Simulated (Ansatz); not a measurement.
**How far is this LiF from the hull?**

The calculation used DFT PBE, scalar-relativistic, plane waves, PAW in Ansatz 0.2.0. All cells share a 420 eV cutoff and Γ-centred k meshes spaced at most about 0.3 Å⁻¹ (2π included). No spin polarisation.

The zero of energy is the elements' standard structures at the same level (F₂ as a molecule); no fitted shifts are applied.

All energies are static (0 K, no zero-point motion). No dispersion correction is applied, so the spacing and binding between layers, chains or molecules are poorly described (P4/mmm), and this can change margins and order among such cells.

The competitors are the elements and 1 reference phase of this chemical system (from databases or known types: LiF), relaxed at the same level; other known phases may be missing.

The candidate was reached from: 6-connected net, two elements spread over the vertices, changed on relaxing.

```cif
data_structure
_symmetry_space_group_name_H-M 'P 1'
_symmetry_Int_Tables_number 1
_cell_length_a 2.6952
_cell_length_b 2.6952
_cell_length_c 4.4635
_cell_angle_alpha 90.000
_cell_angle_beta 90.000
_cell_angle_gamma 90.000
_cell_volume 32.42
loop_
_atom_site_label
_atom_site_type_symbol
_atom_site_fract_x
_atom_site_fract_y
_atom_site_fract_z
_atom_site_occupancy
Li1 Li 0.00000 0.00000 0.00000 1
F1 F 0.50000 0.50000 0.00000 1
```

**Question.** Is it stable, and against what?

**Answer.** Not the lowest form: another structure of the same formula lies lower. Its formation energy is -2.829 eV/atom. The lowest competing phase at this composition is this:

```json
{"phase": "LiF", "space group": "P6_3mc (No. 186)", "source": "Materials Project", "share of atoms": "1.0000", "ΔE_f (eV/atom)": "-2.953"}
```

The candidate lies 124 meV/atom above this phase. The candidate matches no cell in the subsets of the Crystallography Open Database and the Materials Project at hand. It is metastable at best. Whether it is a true minimum wasn't tested by phonons. The Crystallography Open Database lists this formula in another space group (No. 225).
